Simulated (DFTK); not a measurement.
# Pt (Fm-3m) in DFTK: further runs, part 2 of 2

DFTK 0.8.2. The steps go on from the part before.

### Step 6. Equation of state, r2SCAN

Input file run.jl:

```julia
using DFTK
using PseudoPotentialData
using Unitful, UnitfulAtomic
using LinearAlgebra, Printf
include("save.jl")
disable_threading()

lines     = readlines("POSCAR")
lattice   = austrip(1u"Å") * parse(Float64, lines[2]) * hcat([parse.(Float64, split(l)) for l in lines[3:5]]...)
symbols   = vcat([fill(Symbol(s), parse(Int, n)) for (s, n) in zip(split(lines[6]), split(lines[7]))]...)
positions = [parse.(Float64, split(l)[1:3]) for l in lines[9:8+length(symbols)]]
pseudopotentials = PseudoFamily("cp2k.nc.sr.pbe.v0_1.semicore.gth")
elements = Dict(s => ElementPsp(s, pseudopotentials) for s in unique(symbols))
atoms    = [elements[s] for s in symbols]

build_model(lattice, positions; symmetries=true) =
    model_DFT(lattice, atoms, positions;
              functionals=r2SCAN(),
              temperature=austrip(0.05u"eV"),
              smearing=Smearing.FermiDirac(),
              symmetries)
Ecut  = 94.0  # hartree
kgrid = [7, 7, 7]
tol   = 1e-6
to_GPa = ustrip(uconvert(u"GPa", 1u"hartree/bohr^3"))

results["points"] = []
for scale in [0.94, 0.96, 0.98, 1.0, 1.02, 1.04, 1.06]
    println("\n=== scale = ", scale)
    model = build_model(cbrt(scale) * lattice, positions)
    basis = PlaneWaveBasis(model; Ecut, kgrid)
    t0 = time()
    scfres = self_consistent_field(basis;
                                   tol,
                                   nbandsalg=AdaptiveBands(model; n_bands_converge=14))
    seconds = time() - t0
    @printf "SCF: %d iterations, %.1f s\n" scfres.n_iter seconds
    forces = compute_forces_cart(scfres)
    stress = compute_stresses_cart(scfres)
    @printf "V = %.5f Å^3  F = %.8f Ha  max force = %.5f eV/Å  p = %.4f GPa\n" ustrip(auconvert(u"Å^3", model.unit_cell_volume)) scfres.energies.total ustrip(auconvert(u"eV/Å", maximum(norm, forces))) (-tr(stress) / 3 * to_GPa)
    push!(results["points"], save_scf!(scfres; forces, stress, d=Dict{String,Any}("seconds" => seconds, "n_matvec" => get(scfres, :n_matvec, 0))))
end

# third-order Birch-Murnaghan fit in x = V^(-2/3)
V = [0.94, 0.96, 0.98, 1.0, 1.02, 1.04, 1.06] * abs(det(lattice))
E = [p["total"] for p in results["points"]]
x = V .^ (-2 / 3)
c = [x .^ 0 x x .^ 2 x .^ 3] \ E
Δ = c[3]^2 - 3c[2] * c[4]
if Δ > 0
    x0 = (-c[3] + sqrt(Δ)) / 3c[4]
    B0 = 4 / 9 * x0^(7 / 2) * (2c[3] + 6c[4] * x0)
    @printf "V0 = %.4f Å^3  B0 = %.2f GPa\n" ustrip(auconvert(u"Å^3", x0^(-3 / 2))) B0 * to_GPa
end
```

Input file POSCAR:

```
Pt
1.0
    0.0000000000      1.9609000000      1.9609000000
    1.9609000000      0.0000000000      1.9609000000
    1.9609000000      1.9609000000      0.0000000000
Pt
1
Direct
    0.0000000000      0.0000000000      0.0000000000
```

Potentials or basis: cp2k.nc.sr.pbe.v0_1.semicore.gth (PBE, GTH).

Started as:

```bash
$ julia --threads=1 run.jl  # save.jl only writes the numbers to a file and isn't shown; printed stress counts tension as positive; times include loading and compiling
```

Log:

```text
=== scale = 0.94
n     Energy            log10(ΔE)   log10(Δρ)   log10(Δτ)   Diag   Δtime
---   ---------------   ---------   ---------   ---------   ----   ------
  1   -115.1873366004                    0.49        1.17    6.5    10.7s
  2   -118.7259833407        0.55        0.13        0.93    4.4    8.51s
  3   -119.9492173462        0.09       -0.20        0.14    4.3    9.35s
  4   -120.1877427810       -0.62       -0.56       -0.14    3.5    7.47s
  5   -120.2089593504       -1.67       -0.75       -0.84    3.0    7.15s
  6   -120.2266340828       -1.75       -1.45       -0.58    3.0    6.78s
  7   -120.2269691047       -3.47       -2.16       -1.37    1.8    6.10s
  8   -120.2269702615       -5.94       -2.51       -2.40    1.3    4.82s
  9   -120.2269728742       -5.58       -2.80       -2.80    1.6    4.93s
 10   -120.2269740724       -5.92       -3.90       -2.62    1.9    6.00s
[... 84 further cycles ...]
  7   -120.2293879575       -3.70       -1.55       -1.88    1.1    5.03s
  8   -120.2296117734       -3.65       -2.34       -1.51    1.1    5.02s
  9   -120.2296169115       -5.29       -2.72       -2.58    2.6    6.50s
 10   -120.2296170257       -6.94       -3.05       -2.48    2.1    6.53s
 11   -120.2296176651       -6.19       -4.50       -2.76    1.4    5.75s
 12   -120.2296176738       -8.06       -4.68       -4.02    3.8    8.21s
 13   -120.2296176740       -9.54       -4.95       -4.79    2.1    6.28s
 14   -120.2296176741      -10.15       -5.66       -4.64    2.0    5.79s
 15   -120.2296176741      -11.48       -5.90       -5.83    2.1    6.46s
 16   -120.2296176741      -11.93       -6.64       -5.54    2.0    6.01s
SCF: 16 iterations, 115.1 s
V = 15.98462 Å^3  F = -120.22961767 Ha  max force = 0.00000 eV/Å  p = -10.3433 GPa
V0 = 15.3595 Å^3  B0 = 277.61 GPa
```

Run time: 17 min. Hardware: 1 thread of AMD EPYC 9R45 (Zen 5), shared host; peak memory 1.9 GiB.

Results:

| Quantity | Value |
| --- | --- |
| Equilibrium volume | 15.36 Å³/atom |
| Bulk modulus | 278 GPa |
| Pressure derivative of the bulk modulus | 4.8 (rough: it moves with the points fitted) |

Energy against volume, from the lowest point:
| volume (Å³/atom) | energy (meV/atom) |
| --- | --- |
| 14.175 | 92.60 |
| 14.477 | 49.31 |
| 14.778 | 20.70 |
| 15.080 | 5.09 |
| 15.381 | 0.00 |
| 15.683 | 5.86 |
| 15.985 | 20.66 |

Caveat: the k mesh is coarse (spacing up to 0.40 Å⁻¹), so the values aren't converged; GTH potentials come without recommended cutoffs, and this one wasn't checked for convergence; the program warned that the kinetic-energy density falls under its von Weizsäcker bound, which can give unphysical results; the potentials were made for another functional, which shifts forces and pressure. Zero-point motion and thermal expansion aren't in these numbers.

### Step 7. For comparison

An earlier run on the cell as given: functional PBEsol; potentials or basis dojo.nc.sr.pbesol.v0_4_1.standard.upf (PBEsol); cutoff 1143 eV; k mesh 12 × 12 × 12; occupations fermi-dirac, width 0.05 eV; no spin polarisation.

* Pressure: -1.2 GPa
* Band gap on the k mesh: none (metal or under the smearing width)

### Step 8. Overview

| task | level | potentials or basis | k mesh | cutoff (eV) | mesh quality | gap on the mesh (eV) | pressure (GPa) |
| --- | --- | --- | --- | --- | --- | --- | --- |
| band structure | LDA | SG15 1.2 (PBE) | 12 × 12 × 12 | 1225 | not flagged | none | -4.0 |
| band structure | PBEsol | SG15 1.2 (PBE) | 12 × 12 × 12 | 1225 | not flagged | none | 0.7 |
| band structure | r2SCAN | SG15 1.2 (PBE) | 12 × 12 × 12 | 1225 | not flagged | none | 4.4 |
| band structure | BJ06 | SG15 1.2 (PBE) | 12 × 12 × 12 | 1225 | not flagged | none | - |
| equation of state | r2SCAN | cp2k.nc.sr.pbe.v0_1.semicore.gth (PBE, GTH) | 7 × 7 × 7 | 2558 | coarse | - | - |
| single point | PBEsol | dojo.nc.sr.pbesol.v0_4_1.standard.upf (PBEsol) | 12 × 12 × 12 | 1143 | not flagged | none | -1.2 |

Alike in all rows: no spin polarisation; cell as given; smearing fermi-dirac 0.05 eV.

Caveats: some runs use coarse meshes; the potentials were made for another functional, which shifts forces and pressure (some runs); spin-orbit coupling is left out, which moves the levels of the heavy elements (some runs); the program leaves the constant c of mgga_x_tb09 at 1, so the potential is Becke-Johnson's (BJ06) and not Tran and Blaha's, with levels but no total energy (some runs); GTH potentials come without recommended cutoffs, and this one wasn't checked for convergence (some runs); the program warned that the kinetic-energy density falls under its von Weizsäcker bound, which can give unphysical results (some runs).

Total energies depend on the potentials used, so only differences within one code and one set of settings carry meaning.
